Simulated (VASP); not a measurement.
# WSe2 (P6_3/mmc) in VASP: electric field gradients with PBEsol

Aim: the electric field gradients of WSe2 with PBEsol.

Everything below comes from runs of VASP 6.6.1. Logs are shortened: lines on timing, memory, paths and dates and some standing lists are left out, and cuts for length are marked.

**What was measured.**

“Time-resolved XUV ARPES with tunable 24–33 eV laser pulses at 30 meV resolution”, 2019, pmc:6684652 reports, for a bulk crystal of WSe2: band gap 1.3 eV (indirect).

The results are compared with them further down.

## Step 1: The structure

The structure is hexagonal, space group P6_3/mmc (No. 194). Conventional cell: a = 3.290 Å, b = 3.290 Å, c = 12.970 Å, α = 90.00°, β = 90.00°, γ = 120.00°. Around W (site symmetry -6m2) lie 6 Se at 2.53 Å. Around Se (site symmetry 3m) lie 3 W at 2.53 Å.

## Step 2: Electric field gradients, PBEsol, collinear spin, ferromagnetic start

INCAR reads:

```
SYSTEM = WSe2
ALGO = Fast
EDIFF = 1E-7
ENCUT = 600
GGA = PS
ISIF = 2
ISMEAR = -1
ISPIN = 2
LASPH = .TRUE.
LCHARG = .FALSE.
LEFG = .TRUE.
LMAXMIX = 4
LORBIT = 11
LREAL = .FALSE.
LWAVE = .FALSE.
MAGMOM = 2 2 0 0 0 0
NELM = 100
PREC = Accurate
SIGMA = 0.02
```

KPOINTS reads:

```
k-points
0
G
  8 8 2
  0 0 0
```

POSCAR reads:

```
WSe2
1.0
    3.2900000000      0.0000000000      0.0000000000
   -1.6450000000      2.8492235785      0.0000000000
    0.0000000000      0.0000000000     12.9700000000
W Se
2 4
Direct
    0.3333333333      0.6666666667      0.2500000000
    0.6666666667      0.3333333333      0.7500000000
    0.3333333333      0.6666666667      0.6210000000
    0.6666666667      0.3333333333      0.1210000000
    0.3333333333      0.6666666667      0.8790000000
    0.6666666667      0.3333333333      0.3790000000
```

Potentials or basis: VASP PAW PBE potentials, release 64 (W_sv, Se).

Command:

```bash
cat potpaw_PBE.64/W_sv/POTCAR potpaw_PBE.64/Se/POTCAR > POTCAR
mpirun -np 1 vasp_std > vasp.out
```

OUTCAR:

```text
SYSTEM = WSe2
   EDIFF = 1E-7
   ENCUT = 600
   GGA = PS
   ISIF = 2
   ISMEAR = -1
   ISPIN = 2
   LASPH = .TRUE.
   LORBIT = 11
   LREAL = .FALSE.
   NELM = 100
   PREC = Accurate

 ion  position               nearest neighbor table
   1  0.333  0.667  0.250-   4 2.53   6 2.53   4 2.53   6 2.53   4 2.53   6 2.53
   2  0.667  0.333  0.750-   3 2.53   5 2.53   3 2.53   5 2.53   3 2.53   5 2.53
   3  0.333  0.667  0.621-   2 2.53   2 2.53   2 2.53
   4  0.667  0.333  0.121-   1 2.53   1 2.53   1 2.53
   5  0.333  0.667  0.879-   2 2.53   2 2.53   2 2.53
   6  0.667  0.333  0.379-   1 2.53   1 2.53   1 2.53

  LATTYP: Found a hexagonal cell.
 ALAT       =     3.2900000000
 C/A-ratio  =     3.9422492401

  Lattice vectors:

 A1 = (   3.2900000000,   0.0000000000,   0.0000000000)
 A2 = (  -1.6450000000,   2.8492235785,   0.0000000000)
 A3 = (   0.0000000000,   0.0000000000,  12.9700000000)

Analysis of symmetry for initial positions (statically):
=====================================================================
 Subroutine PRICEL returns:
 Original cell was already a primitive cell.

 Routine SETGRP: Setting up the symmetry group for a
 hexagonal supercell.

 Subroutine GETGRP returns: Found 24 space group operations
 (whereof 12 operations were pure point group operations)
 out of a pool of 24 trial point group operations.

The static configuration has the point symmetry D_3d.
 The point group associated with its full space group is D_6h.

Analysis of symmetry for dynamics (positions and initial velocities):
=====================================================================
 Subroutine PRICEL returns:
 Original cell was already a primitive cell.

 Routine SETGRP: Setting up the symmetry group for a
 hexagonal supercell.

 Subroutine GETGRP returns: Found 24 space group operations
 (whereof 12 operations were pure point group operations)
 out of a pool of 24 trial point group operations.

The dynamic configuration has the point symmetry D_3d.
 The point group associated with its full space group is D_6h.

Analysis of structural, dynamic, and magnetic symmetry:
=====================================================================
 Subroutine PRICEL returns:
 Original cell was already a primitive cell.

 Routine SETGRP: Setting up the symmetry group for a
 hexagonal supercell.

 Subroutine GETGRP returns: Found 24 space group operations
 (whereof 12 operations were pure point group operations)
 out of a pool of 24 trial point group operations.

The overall configuration has the point symmetry D_3d.
 The point group associated with its full space group is D_6h.

 Subroutine INISYM returns: Found 24 space group operations
 (whereof 12 operations are pure point group operations),
 and found     1 'primitive' translations

----------------------------------------------------------------------------------------

                                     Primitive cell

  volume of cell :     121.5801

  direct lattice vectors                    reciprocal lattice vectors
     3.290000000  0.000000000  0.000000000     0.303951368  0.175486404  0.000000000
    -1.645000000  2.849223579  0.000000000     0.000000000  0.350972808  0.000000000
     0.000000000  0.000000000 12.970000000     0.000000000  0.000000000  0.077101002

  length of vectors
     3.290000000  3.290000000 12.970000000     0.350972808  0.350972808  0.077101002

  position of ions in fractional coordinates (direct lattice)
     0.333333333  0.666666667  0.250000000
     0.666666667  0.333333333  0.750000000
     0.333333333  0.666666667  0.621000000
     0.666666667  0.333333333  0.121000000
     0.333333333  0.666666667  0.879000000
     0.666666667  0.333333333  0.379000000

  ion indices of the primitive-cell ions
   primitive index   ion index
                 1           1
                 2           2
                 3           3
                 4           4
                 5           5
                 6           6

----------------------------------------------------------------------------------------

 KPOINTS: k-points

Automatic generation of k-mesh.
 Grid dimensions read from file:
 generate k-points for:    8    8    2

 Generating k-lattice:

  Cartesian coordinates                     Fractional coordinates (reciprocal lattice)
     0.037993921  0.021935801  0.000000000     0.125000000 -0.000000000  0.000000000
     0.000000000  0.043871601  0.000000000     0.000000000  0.125000000  0.000000000
     0.000000000  0.000000000  0.038550501     0.000000000  0.000000000  0.500000000

  Length of vectors
     0.043871601  0.043871601  0.038550501

  Shift w.r.t. Gamma in fractional coordinates (k-lattice)
     0.000000000  0.000000000  0.000000000

[... 46 lines left out ...]
   LREAL  =      F    real-space projection
   EDIFFG = 0.1E-05   stopping-criterion for IOM
   NSW    =      0    number of steps for IOM
   IBRION =     -1    ionic relax: 0-MD 1-quasi-New 2-CG
   NFREE  =      0    steps in history (QN), initial steepest desc. (CG)
   ISIF   =      2    stress and relaxation
   ISYM   =      2    0-nonsym 1-usesym 2-fastsym
   POTIM  = 0.5000    time-step for ionic-motion
   TEBEG  =    0.0;   TEEND  =   0.0 temperature during run
   PSTRESS=    0.0 pullay stress
   NELECT =      52.0000    total number of electrons
   NUPDOWN=      -1.0000    fix difference up-down
   EMIN   =  10.00;   EMAX   =-10.00  energy-range for DOS
   EFERMI =   0.00;   METHOD = LEGACY
   ISMEAR =    -1;   SIGMA  =   0.02  broadening in eV -4-tet -1-fermi 0-gaus
   EFERMI_NEDOS =   21; number of points for ismear=-14 and -15
   IALGO  =     68    algorithm
   IMIX   =      4    mixing-type and parameters
     AMIX     =   0.40;   BMIX     =  1.00
     AMIX_MAG =   1.60;   BMIX_MAG =  1.00
  volume/ion in A,a.u.               =      20.26       136.74
  Fermi-wavevector in a.u.,A,eV,Ry     =   1.233451  2.330884 20.699914  1.521401
  Thomas-Fermi vector in A             =   2.368180
   LORBIT       =     11    0 simple, 1 ext, 2 COOP (PROOUT), +10 PAW based schemes
   GGA     = PS    functional components
   LHFCALC =     F    Hartree Fock is set to
   AEXX    =    0.0000 exact exchange contribution
   IVDW    =     0    specifies the selected vdW correction
   LEPSILON=     F    determine dielectric tensor
   LRPA    =     F    only Hartree local field effects (RPA)
 spin polarized calculation
 RMM-DIIS sequential band-by-band and
  energy-cutoff  :      600.00
  volume of cell :      121.58
 maximum number of plane-waves:      4120
 NGX is ok and might be reduce to    28
   NGX = 13   NGY = 13   NGZ = 51

 number of electron      51.9999998 magnetization       0.0001178

 Free energy of the ion-electron system (eV)
  ---------------------------------------------------
  ext. energy  EPLUGINS =         0.00000000
  ---------------------------------------------------
  free energy    TOTEN  =       -46.54275050 eV

  energy without entropy =      -46.54275050  energy(sigma->0) =      -46.54275050

 E-fermi :   6.6027     XC(G=0): -10.9109

 val. band max:        6.1339691776   @ k =   0.0000   0.0000   0.0000
 cond. band min:       7.1794009390   @ k =   0.2500   0.1250   0.0000
 fundamental gap:      1.0454317615
 Fermi energy:         6.6026567515

 spin component 1

 k-point     1 :       0.0000    0.0000    0.0000
  band No.  band energies     occupation
      1     -68.1588      1.00000
      2     -68.1587      1.00000
      3     -32.4073      1.00000
      4     -32.4072      1.00000
      5     -32.2763      1.00000
      6     -32.2763      1.00000
[... 709 lines left out ...]
     32       9.1576      0.00000
     33      10.4053      0.00000
 Fermi energy:         6.6026567515

 spin component 2

 k-point     1 :       0.0000    0.0000    0.0000
  band No.  band energies     occupation
      1     -68.1588      1.00000
      2     -68.1588      1.00000
      3     -32.4073      1.00000
      4     -32.4073      1.00000
      5     -32.2763      1.00000
      6     -32.2763      1.00000
[... 709 lines left out ...]
     32       9.1577      0.00000
     33      10.4071      0.00000

------------------------ aborting loop because EDIFF is reached ----------------------------------------

  FORCE on cell =-STRESS in cart. coord.  units (eV):
  Direction    XX          YY          ZZ          XY          YZ          ZX
  --------------------------------------------------------------------------------------
  -------------------------------------------------------------------------------------
  Total       -0.9309208     -0.9309208     -0.0054488      0.0000000      0.0000000      0.0000000
  in kB      -12.2676370    -12.2676370     -0.0718035      0.0000000      0.0000000      0.0000000
  external PRESSURE =      -8.2023592 kB  Pullay stress =       0.0000000 kB

 VOLUME and BASIS-vectors are now :
 -----------------------------------------------------------------------------
  energy-cutoff  :      600.00
  volume of cell :      121.58
      direct lattice vectors                 reciprocal lattice vectors
     3.290000000  0.000000000  0.000000000     0.303951368  0.175486404  0.000000000
    -1.645000000  2.849223579  0.000000000     0.000000000  0.350972808  0.000000000
     0.000000000  0.000000000 12.970000000     0.000000000  0.000000000  0.077101002

 POSITION                                       TOTAL-FORCE (eV/Angst)
 -----------------------------------------------------------------------------------
     -0.00000      1.89948      3.24250         0.000000      0.000000     -0.000000
      1.64500      0.94974      9.72750        -0.000000     -0.000000     -0.000000
     -0.00000      1.89948      8.05437         0.000000      0.000000      0.071714
      1.64500      0.94974      1.56937         0.000000      0.000000      0.071714
     -0.00000      1.89948     11.40063        -0.000000      0.000000     -0.071714
      1.64500      0.94974      4.91563        -0.000000     -0.000000     -0.071714
 -----------------------------------------------------------------------------------
    total drift:                               -0.000000      0.000000     -0.000000

  FREE ENERGIE OF THE ION-ELECTRON SYSTEM (eV)
  ---------------------------------------------------
  free  energy   TOTEN  =       -46.5427504971 eV

  energy  without entropy=      -46.5427504971  energy(sigma->0) =      -46.54275050

 Electric field gradients (V/A^2)
---------------------------------------------------------------------
 ion       V_xx      V_yy      V_zz      V_xy      V_xz      V_yz
---------------------------------------------------------------------
   1      76.217    76.218  -152.436     0.001     0.000    -0.000
   2      76.217    76.218  -152.436     0.001    -0.000     0.000
   3      37.454    37.454   -74.907    -0.000     0.000    -0.000
   4      37.454    37.454   -74.907    -0.000    -0.000     0.000
   5      37.454    37.454   -74.907    -0.000    -0.000     0.000
   6      37.454    37.454   -74.907    -0.000     0.000    -0.000
---------------------------------------------------------------------

 Electric field gradients after diagonalization (V/A^2)
 (convention: |V_zz| > |V_xx| > |V_yy|)
----------------------------------------------------------------------
 ion       V_xx      V_yy      V_zz     asymmetry (V_yy - V_xx)/ V_zz
----------------------------------------------------------------------
   1      76.218    76.217  -152.436       0.000
   2      76.218    76.217  -152.436       0.000
   3      37.454    37.454   -74.907       0.000
   4      37.454    37.454   -74.907       0.000
   5      37.454    37.454   -74.907       0.000
   6      37.454    37.454   -74.907       0.000
----------------------------------------------------------------------

           NMR quadrupolar parameters

 Cq : quadrupolar parameter    Cq=e*Q*V_zz/h
 eta: asymmetry parameters     (V_yy - V_xx)/ V_zz
 Q  : nuclear electric quadrupole moment in mb (millibarn)
----------------------------------------------------------------------
 ion       Cq(MHz)       eta       Q (mb)
----------------------------------------------------------------------
   1      -0.369       0.000       1.000
   2      -0.369       0.000       1.000
   3      -0.181       0.000       1.000
   4      -0.181       0.000       1.000
   5      -0.181       0.000       1.000
   6      -0.181       0.000       1.000
----------------------------------------------------------------------

 total charge

# of ion       s       p       d       tot
------------------------------------------
    1        2.313   6.281   3.393  11.987
    2        2.313   6.281   3.393  11.987
    3        1.476   2.341   0.072   3.889
    4        1.476   2.341   0.072   3.889
    5        1.476   2.341   0.072   3.889
    6        1.476   2.341   0.072   3.889
--------------------------------------------------
tot         10.532  21.926   7.072  39.530

 magnetization (x)

# of ion       s       p       d       tot
------------------------------------------
    1        0.000  -0.000  -0.000  -0.000
    2        0.000  -0.000  -0.000  -0.000
    3       -0.000  -0.000   0.000  -0.000
    4       -0.000  -0.000   0.000  -0.000
    5       -0.000  -0.000   0.000  -0.000
    6       -0.000  -0.000   0.000  -0.000
--------------------------------------------------
tot         -0.000  -0.000  -0.000  -0.000
```

Run time: 4.8 min. Hardware: 1 thread of Intel Xeon Platinum 8488C (Sapphire Rapids), shared host; peak memory 0.41 GiB.

Results:

| Item | Value |
| --- | --- |
| Free energy | -46.5428 eV |
| Pressure | -0.8 GPa |
| Largest force | 0.072 eV/Å |
| Band gap on the k mesh | 1.05 eV, indirect (least direct gap 1.88 eV) |
| Net moment | 0.00 μB per cell |
| Valence electrons inside the program's atomic spheres | W 11.99; Se 3.89 |

Forces on the atoms (eV/Å):
```
W    0.000  0.000  0.000
W    0.000  0.000  0.000
Se   0.000  0.000  0.072
Se   0.000  0.000  0.072
Se   0.000  0.000 -0.072
Se   0.000  0.000 -0.072
```

Stress tensor (GPa, compression positive):
```
-1.23  0.00  0.00
 0.00 -1.23  0.00
 0.00  0.00 -0.01
```

Electric field gradients, principal values (V/Å²):
```tsv
atom	Vxx	Vyy	Vzz
1 W	76.217	76.218	-152.436
2 W	76.217	76.218	-152.436
3 Se	37.454	37.454	-74.907
4 Se	37.454	37.454	-74.907
5 Se	37.454	37.454	-74.907
6 Se	37.454	37.454	-74.907
```

Caveat: the PAW data sets were made with another functional, which shifts forces and pressure a little; spin-orbit coupling is left out, which moves the levels of the heavy elements; this functional lacks dispersion, which binds the layers, so the pressure and a relaxed spacing across them are unreliable.

## Step 3: Comparison with measurements

Step 2. Measured gap of WSe2: 1.3 eV (indirect; “Time-resolved XUV ARPES with tunable 24–33 eV laser pulses at 30 meV resolution”, 2019, pmc:6684652). This calculation gives 1.05 eV (-0.25 eV). Spin-orbit coupling on Se, W is left out. The value is that of PBEsol on a finite k mesh, which can miss the band edges, without temperature or zero-point motion. Semilocal functionals fall short of measured gaps as a rule.
